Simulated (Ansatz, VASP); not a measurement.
Be: VASP beside Ansatz

Contents of INCAR:

```
ALGO = Normal
EDIFF = 1E-6
ENCUT = 520
GGA = PE
ISIF = 2
ISMEAR = 0
LASPH = True
LCHARG = True
LELF = True
LREAL = False
LVHAR = True
LWAVE = False
NBANDS = 7
NELM = 80
PREC = Accurate
SIGMA = 0.1
```

File KPOINTS:

```
k-points
0
Gamma
  24 24 24
```

File POSCAR:

```
Be
1.0
   -1.2115244591      1.2115244591      1.2115244591
    1.2115244591     -1.2115244591      1.2115244591
    1.2115244591      1.2115244591     -1.2115244591
Be
1
Direct
    0.0000000000      0.0000000000      0.0000000000
```

Input for Ansatz:

```yaml
crystal:
  lattice:
    - [-1.2115244591, 1.2115244591, 1.2115244591]
    - [1.2115244591, -1.2115244591, 1.2115244591]
    - [1.2115244591, 1.2115244591, -1.2115244591]
  atoms:
    - { symbol: Be, position: [0.0, 0.0, 0.0] }
basis:
  ecutwfc: 420
kpoints:
  mp_grid: { grid: [24, 24, 24] }
hamiltonian:
  xc: pbe
scf:
  occupations: { method: gaussian, width: 0.1 }
output:
  forces: true
  stress: true
  eigenvalues: true
```

Alike in both runs: task single point; functional PBE; k mesh 24 × 24 × 24; occupations gaussian, width 0.1 eV; no spin polarisation.

|  | VASP | Ansatz |
| --- | --- | --- |
| version | VASP 6.6.1 | Ansatz 0.2.0 |
| potentials or method | VASP PAW PBE potentials, release 64 (Be) | scalar-relativistic, plane waves, PAW |
| plane-wave cutoff (eV) | 520 | 420 |
| valence electrons in the cell | 2 | 2 |

```tsv
	VASP	Ansatz	Ansatz less VASP
gap on the k mesh at the Fermi level (eV)	none	none	-
pressure (GPa)	13.9	13.7	-0.21
```

A gap of «none» marks a metal or a gap that the smearing closes. With one functional, cell and mesh, what is left measures potentials, basis and numerics.
